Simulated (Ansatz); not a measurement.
InPd:

```
In Pd
1.0
     3.27188    0.00000    0.00000
     0.00000    3.27188    0.00000
     0.00000    0.00000    3.27188
In Pd
1 1
Direct
  0.00000 0.00000 0.00000
  0.50000 0.50000 0.50000
```

The cell comes from a database or a generator and needn't be the stable form of this composition.

- Program: Ansatz 0.2.0
- Task: relaxation of cell and atoms
- Functional: PBEsol
- Potentials or basis: all-electron LAPW, scalar-relativistic
- Basis error allowed: 0.001 eV/atom
- k mesh: 8 × 8 × 8
- Occupations: fermi-dirac, width 0.05 eV
- Spin: no spin polarisation

At the start: volume 17.51 Å³/atom.

Q: How do energy, volume and symmetry change on relaxing?

A: Over 4 steps the energy falls by 3.8 meV/atom and the volume is 17.11 Å³/atom (-2.3 %); space group Pm-3m (No. 221, to 0.05 Å).

The path:
| step | energy change (eV) | largest force (eV/Å) | volume (Å³) |
| --- | --- | --- | --- |
| 1 | 0.0000 | 0.0000 | 35.03 |
| 2 | -0.0075 | 0.0000 | 34.29 |
| 3 | -0.0076 | 0.0000 | 34.23 |
| 4 | -0.0076 | 0.0000 | 34.23 |

Final structure:
```
CELL_PARAMETERS angstrom
3.24684 0.00000 0.00000
0.00000 3.24684 0.00000
0.00000 0.00000 3.24684
ATOMIC_POSITIONS crystal
In 0.00000 0.00000 0.00000
Pd 0.50000 0.50000 0.50000
```
